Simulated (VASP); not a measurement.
# AgCl in VASP: a series of runs, part 2 of 2

VASP 6.6.1. Earlier steps stand in the parts before.

## 4. Single point, PBE

This run uses another cell than the first one, of 21.33 Å³/atom, 0.962 times its volume.

File INCAR:

```
SYSTEM = AgCl
ALGO = Normal ; EDIFF = 1E-6
ENCUT = 520 ; GGA = PE
ISIF = 2 ; ISMEAR = -1
LASPH = .TRUE. ; LCHARG = .FALSE.
LREAL = .FALSE. ; LWAVE = .FALSE.
NBANDS = 16 ; NELM = 80
PREC = Accurate ; SIGMA = 0.02
```

File KPOINTS:

```
k-points
0
G
  8 8 8
  0 0 0
```

File POSCAR:

```
AgCl
1.0
    0.0000000000      2.7731500000      2.7731500000
    2.7731500000      0.0000000000      2.7731500000
    2.7731500000      2.7731500000      0.0000000000
Ag Cl
1 1
Direct
    0.5000000000      0.5000000000      0.5000000000
    0.0000000000      0.0000000000      0.0000000000
```

Potentials or basis: VASP PAW PBE potentials, release 64 (Ag, Cl).

Started as:

```sh
> cat potpaw_PBE.64/Ag/POTCAR potpaw_PBE.64/Cl/POTCAR > POTCAR
> mpirun -np 1 vasp_std > vasp.out
```

OUTCAR:

```text
SYSTEM = AgCl
   EDIFF = 1E-6
   ENCUT = 520
   GGA = PE
   ISIF = 2
   ISMEAR = -1
   LASPH = .TRUE.
   LREAL = .FALSE.
   NELM = 80
   PREC = Accurate

 ion  position               nearest neighbor table
   1  0.500  0.500  0.500-   2 2.77   2 2.77   2 2.77   2 2.77   2 2.77   2 2.77
   2  0.000  0.000  0.000-   1 2.77   1 2.77   1 2.77   1 2.77   1 2.77   1 2.77

  LATTYP: Found a face centered cubic cell.
 ALAT       =     5.5463000000

  Lattice vectors:

 A1 = (   0.0000000000,   2.7731500000,   2.7731500000)
 A2 = (   2.7731500000,   0.0000000000,   2.7731500000)
 A3 = (   2.7731500000,   2.7731500000,   0.0000000000)

Analysis of symmetry for initial positions (statically):
=====================================================================
 Subroutine PRICEL returns:
 Original cell was already a primitive cell.

 Routine SETGRP: Setting up the symmetry group for a
 face centered cubic supercell.

 Subroutine GETGRP returns: Found 48 space group operations
 (whereof 48 operations were pure point group operations)
 out of a pool of 48 trial point group operations.

The static configuration has the point symmetry O_h .

Analysis of symmetry for dynamics (positions and initial velocities):
[... 156 lines left out ...]

  energy without entropy =       -5.39442838  energy(sigma->0) =       -5.39442838

 E-fermi :   4.2874     XC(G=0):  -9.9653

 val. band max:        3.8172663994   @ k =   0.5000   0.0000   0.0000
 cond. band min:       4.7261530316   @ k =   0.0000   0.0000   0.0000
 fundamental gap:      0.9088866322
 Fermi energy:         4.2874148553

 k-point     1 :       0.0000    0.0000    0.0000
  band No.  band energies     occupation
      1     -11.3310      2.00000
      2       1.3781      2.00000
      3       1.3781      2.00000
      4       1.3781      2.00000
      5       1.4191      2.00000
      6       1.4191      2.00000
[... 433 lines left out ...]
      3      -0.2680      2.00000
      4      -0.2235      2.00000
      5       1.6793      2.00000
      6       1.7466      2.00000
[... 8 lines left out ...]
     15      17.3236      0.00000
     16      18.7798      0.00000

 [... further k-points ...]
[... 5 lines left out ...]
  --------------------------------------------------------------------------------------
  -------------------------------------------------------------------------------------
  Total        0.3912832      0.3912832      0.3912832     -0.0000000      0.0000000     -0.0000000
  in kB       14.6977789     14.6977789     14.6977789     -0.0000000      0.0000000     -0.0000000
  external PRESSURE =      14.6977789 kB  Pullay stress =       0.0000000 kB

 VOLUME and BASIS-vectors are now :
 -----------------------------------------------------------------------------
  energy-cutoff  :      520.00
  volume of cell :       42.65
      direct lattice vectors                 reciprocal lattice vectors
     0.000000000  2.773150000  2.773150000    -0.180300380  0.180300380  0.180300380
     2.773150000  0.000000000  2.773150000     0.180300380 -0.180300380  0.180300380
     2.773150000  2.773150000  0.000000000     0.180300380  0.180300380 -0.180300380

 POSITION                                       TOTAL-FORCE (eV/Angst)
 -----------------------------------------------------------------------------------
      2.77315      2.77315      2.77315        -0.000000      0.000000      0.000000
      0.00000      0.00000      0.00000         0.000000     -0.000000     -0.000000
 -----------------------------------------------------------------------------------
    total drift:                                0.000000      0.000000      0.000000

  FREE ENERGIE OF THE ION-ELECTRON SYSTEM (eV)
  ---------------------------------------------------
  free  energy   TOTEN  =        -5.3944283758 eV

  energy  without entropy=       -5.3944283758  energy(sigma->0) =       -5.39442838
```

OSZICAR:

```text
N       E                     dE             d eps       ncg     rms          rms(c)
DAV:   1     0.916435170707E+02    0.91644E+02   -0.87495E+03   928   0.102E+03
DAV:   2    -0.263968943335E+01   -0.94283E+02   -0.85835E+02  1176   0.215E+02
DAV:   3    -0.556273221274E+01   -0.29230E+01   -0.29148E+01  1136   0.391E+01
DAV:   4    -0.557756220828E+01   -0.14830E-01   -0.14828E-01  1200   0.319E+00
DAV:   5    -0.557772282345E+01   -0.16062E-03   -0.16061E-03  1104   0.333E-01    0.616E+00
DAV:   6    -0.539890857572E+01    0.17881E+00   -0.24571E-01  1144   0.642E+00    0.399E+00
DAV:   7    -0.539496375221E+01    0.39448E-02   -0.95788E-02  1104   0.206E+00    0.197E+00
DAV:   8    -0.539428199436E+01    0.68176E-03   -0.46345E-03  1080   0.701E-01    0.309E-01
DAV:   9    -0.539435924570E+01   -0.77251E-04   -0.49835E-04  1176   0.278E-01    0.386E-02
DAV:  10    -0.539442420362E+01   -0.64958E-04   -0.92021E-05  1104   0.847E-02    0.294E-02
DAV:  11    -0.539442828203E+01   -0.40784E-05   -0.47319E-06  1160   0.153E-02    0.355E-03
DAV:  12    -0.539442837581E+01   -0.93783E-07   -0.44855E-07   712   0.544E-03
   1 F= -.53944284E+01 E0= -.53944284E+01  d E =-.199948E-11
```

Wall time 8.7 s (1 thread of Intel Xeon 6975P-C (Granite Rapids), shared host); peak memory 0.17 GiB.

What came out:

| Item | Value |
| --- | --- |
| Free energy | -5.3944 eV |
| Pressure | 1.5 GPa |
| Band gap on the k mesh | 0.91 eV, indirect (least direct gap 3.18 eV) |

Levels at points of the mesh, in eV from the valence-band top:
| k point | band 6 | band 7 | band 8 | band 9 | band 10 | band 11 | band 12 | band 13 |
| --- | --- | --- | --- | --- | --- | --- | --- | --- |
| (0.00, 0.00, 0.00) | -2.40 | -2.32 | -2.32 | -2.32 | 0.91 | 10.85 | 10.85 | 10.85 |
| (0.50, 0.00, 0.00) | -2.07 | -1.76 | 0.00 | 0.00 | 4.24 | 6.53 | 7.67 | 7.67 |
| (0.50, 0.50, 0.00) | -2.21 | -1.95 | -1.95 | -1.87 | 2.38 | 8.03 | 8.63 | 11.51 |

## 5. Single point, PBE (volume scaled by 1.02)

File INCAR:

```
ALGO = Normal
EDIFF = 1E-6
ENCUT = 520
GGA = PE
ISIF = 2
ISMEAR = -1
LASPH = T
LCHARG = F
LREAL = F
LWAVE = F
NBANDS = 16
NELM = 60
PREC = Accurate
SIGMA = 0.02
```

File KPOINTS:

```
k-points
0
Gamma
  8 8 8
```

File POSCAR:

```
AgCl
1.0
    0.0000000000      2.7915157670      2.7915157670
    2.7915157670      0.0000000000      2.7915157670
    2.7915157670      2.7915157670      0.0000000000
Ag Cl
1 1
Direct
    0.5000000000      0.5000000000      0.5000000000
    0.0000000000      0.0000000000      0.0000000000
```

Started as:

```sh
> cat potpaw_PBE.64/Ag/POTCAR potpaw_PBE.64/Cl/POTCAR > POTCAR
> mpirun -np 1 vasp_std > vasp.out
```

Run time: 8.5 s. Hardware: 1 thread of Intel Xeon 6975P-C (Granite Rapids), shared host; peak memory 0.17 GiB.

Results (log left out):

* Free energy: -5.4001 eV
* Pressure: 0.5 GPa
* Band gap on the k mesh: 0.91 eV, indirect (least direct gap 3.12 eV)

Levels at points of the mesh, in eV from the valence-band top:
| k point | band 5 | band 6 | band 7 | band 8 | band 9 | band 10 | band 11 | band 12 | band 13 | band 14 |
| --- | --- | --- | --- | --- | --- | --- | --- | --- | --- | --- |
| (0.00, 0.00, 0.00) | -2.32 | -2.32 | -2.24 | -2.24 | -2.24 | 0.91 | 10.86 | 10.86 | 10.86 | 12.41 |
| (0.50, 0.00, 0.00) | -2.01 | -2.01 | -1.71 | 0.00 | 0.00 | 4.30 | 6.43 | 7.71 | 7.71 | 13.51 |
| (0.50, 0.50, 0.00) | -2.67 | -2.14 | -1.90 | -1.90 | -1.83 | 2.41 | 8.05 | 8.57 | 11.41 | 11.41 |

Caveat: the cell differs from its parent crystal (volume scaled by 1.02).

## 6. Single point, PBE (equal xy, yz and zx shear strains of -2 %)

File INCAR:

```
  PREC = Accurate
  ENCUT = 520
  EDIFF = 1E-6
  ISMEAR = -1
  SIGMA = 0.02
  LREAL = F
  LASPH = T
  NELM = 80
  ALGO = Normal
  ISIF = 2
  LWAVE = F
  LCHARG = T
  GGA = PE
  LELF = T
  LVHAR = T
  NBANDS = 16
```

File KPOINTS:

```
Automatic mesh
0
Gamma
  8 8 8
```

File POSCAR:

```
AgCl
1.0
   -0.0554630000      2.7454185000      2.7454185000
    2.7454185000     -0.0554630000      2.7454185000
    2.7454185000      2.7454185000     -0.0554630000
Ag Cl
1 1
Direct
    0.5000000000      0.5000000000      0.5000000000
    0.0000000000      0.0000000000      0.0000000000
```

Potentials or basis: VASP PAW PBE potentials, release 64 (Ag, Cl).

Started as:

```sh
> cat potpaw_PBE.64/Ag/POTCAR potpaw_PBE.64/Cl/POTCAR > POTCAR
> mpirun -np 1 vasp_std > vasp.out
```

It took 51 s on 1 thread of Intel Xeon Platinum 8175M at 2.50GHz (Skylake/Cascade Lake), shared host; peak memory 0.19 GiB.

It converged, with:

```yaml
Free_energy: -5.3935 eV
Pressure: 1.5 GPa
Band_gap_on_the_k_mesh: 0.88 eV, indirect (least direct gap 3.14 eV)
```

Stress tensor (GPa, compression positive):
```
1.46 0.11 0.11
0.11 1.46 0.11
0.11 0.11 1.46
```

Levels at points of the mesh, in eV from the valence-band top:
| k point | band 5 | band 6 | band 7 | band 8 | band 9 | band 10 | band 11 | band 12 | band 13 | band 14 |
| --- | --- | --- | --- | --- | --- | --- | --- | --- | --- | --- |
| (0.00, 0.00, 0.00) | -2.42 | -2.42 | -2.38 | -2.38 | -2.26 | 0.88 | 10.71 | 10.71 | 11.08 | 12.33 |
| (0.50, 0.00, 0.00) | -2.12 | -2.09 | -1.79 | -0.05 | -0.01 | 4.25 | 6.47 | 7.61 | 7.85 | 13.46 |
| (0.50, 0.50, 0.00) | -2.79 | -2.23 | -1.98 | -1.97 | -1.89 | 2.36 | 8.01 | 8.60 | 11.39 | 11.61 |
| (0.50, 0.50, 0.50) | -2.08 | -2.08 | -1.74 | 0.00 | 0.00 | 4.12 | 6.64 | 7.46 | 7.46 | 13.40 |

Caveat: the cell differs from its parent crystal (equal xy, yz and zx shear strains of -2 %).

## 7. Overview

```csv
cell,gap on the mesh (eV),pressure (GPa)
"a = 3.973 Å, angles 60.0°, 2 atoms",0.92,-0.3
"a = 3.999 Å, angles 60.0°, 2 atoms",0.93,-1.0
"a = 3.922 Å, angles 60.0°, 2 atoms",0.91,1.5
"a = 3.948 Å, angles 60.0°, 2 atoms",0.91,0.5
"a = 3.883 Å, angles 61.3°, 2 atoms",0.88,1.5
```

Alike in all rows: task single point; level PBE; potentials or basis VASP PAW PBE potentials, release 64 (Ag, Cl); no spin polarisation; k mesh 8 × 8 × 8; cutoff (eV) 520; smearing fermi-dirac 0.02 eV.

Absolute energies hang on the potentials; compare differences alone.

## 8. Against experiment

Step 4. A measured gap of AgCl is 3.249 eV (indirect; a printed reference work, data compilation); the calculated 0.91 eV misses it by -2.34 eV. So large a miss can be the level of theory's own, or it may mean another phase, state or a wrong row. Spin-orbit coupling on Ag is left out. The value is that of PBE on a finite k mesh, which can miss the band edges, without temperature or zero-point motion. Semilocal functionals fall short of measured gaps as a rule.
